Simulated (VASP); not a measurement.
Runs of VASP 6.6.1 on Ta. It takes space group P6_3/mmc (No. 194, hexagonal). Conventional cell: a = 2.942 Å, b = 2.942 Å, c = 4.804 Å, α = 90.00°, β = 90.00°, γ = 120.00°. Around Ta (site symmetry -6m2) lie 12 Ta at 2.94 Å. This isn't the form of Ta at room conditions, which is bcc.

```csv
task,level,potentials or basis,cell,k mesh,cutoff (eV),mesh quality,gap on the mesh (eV),pressure (GPa),relaxed volume (Å³/atom)
single point,PBEsol,"VASP PAW PBE potentials, release 64 (Ta_pv)",as given,18 × 18 × 10,520,not flagged,none,1.2,-
relaxation of cell and atoms,PBEsol,"VASP PAW PBE potentials, release 64 (Ta_pv)",relaxed,6 × 6 × 4,600,coarse,none,0.0,18.04
relaxation of cell and atoms,PBEsol,"VASP PAW PBE potentials, release 64 (Ta_pv)",relaxed,18 × 18 × 10,300,not flagged,none,0.0,18.07
relaxation of cell and atoms,PBE+D3(BJ),"VASP PAW PBE potentials, release 64 (Ta_pv)",relaxed,18 × 18 × 10,600,not flagged,none,0.0,(b)
relaxation of cell and atoms,LDA,"VASP PAW LDA potentials, release 64 (Ta_pv)",relaxed,18 × 18 × 10,600,not flagged,none,0.0,17.74
relaxation of cell and atoms,PBE,"VASP PAW PBE potentials, release 64 (Ta_pv)",relaxed,18 × 18 × 10,600,not flagged,none,0.0,18.74
relaxation of cell and atoms,PBEsol,"VASP PAW PBE potentials, release 64 (Ta_pv)",relaxed,18 × 18 × 10,600,not flagged,none,0.0,(a)
relaxation of cell and atoms,RPBE,"VASP PAW PBE potentials, release 64 (Ta_pv)",relaxed,18 × 18 × 10,600,not flagged,none,0.0,19.06
relaxation of cell and atoms,PBEsol,"VASP PAW PBE potentials, release 64 (Ta)",relaxed,18 × 18 × 10,580,not flagged,none,0.0,17.99
```

Alike in all rows: no spin polarisation; smearing gaussian 0.1 eV.

Q: Estimate the missing entries.

A: (a) 18.13; (b) 18.19.

Caveats: some runs use coarse meshes; the PAW data sets were made with another functional, which shifts forces and pressure a little (some runs); pairwise dispersion overbinds metals, which lowers pressure and volume (some runs).

A k mesh can miss the band edges, and the runs leave out spin-orbit coupling on Ta.

A gap of «none» marks a metal or a gap under the smearing width.

The runs don't all hold the same shells in valence.
